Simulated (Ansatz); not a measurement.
## VH2: strain energy, fitted

VH2, Fm-3m, a = 4.164 Å. The structure is a COD entry; whether it is the stable form wasn't checked. Ansatz: PBEsol, PAW, 420 eV, Γ-centred 12×12×8 mesh on 6 atoms, Gaussian smearing 0.10 eV; no spin polarisation. Series: biaxial strain in the a-b plane, c and atoms relaxed; x is the strain in per cent. The axes a, b, c are those of the computed cell (2.945, 2.945, 4.164 Å), along [1 1 0], [-1 1 0], [0 0 1] of the cell named above. y is the free energy over the unstrained cell, V0 = 6.017 Å³/atom.

```
x (%) y (meV/atom)
 -3.0             ?
 -2.0          5.23
 -1.0          1.31
  0.0          0.00
  1.0          1.22
  2.0          4.79
  3.0         10.57
```

Problem. Fit y = c2 x² + c3 x³ to the other rows, turn c2 into a modulus, and predict the missing energy.

Solution. Least squares on the rows shown. y = 1.254 x² − 0.02683 x³. In eV per unit strain² c2 is 12.54; M is the biaxial modulus (E = M V0 ε²): 12.54 × 160.2 / (6.017) = 334 GPa. At x = -3.0 the fit asked for gives 12.01 meV/atom. The run gave 11.85 meV/atom, so the fit is 0.16 meV/atom too high, 1.4 % of the span of the series, against an rms of 0.01 meV/atom on the fitted rows. The row lies outside the fitted range. With a term in x⁴ added, a fit to the same known rows predicts 12.05 meV/atom, further off still.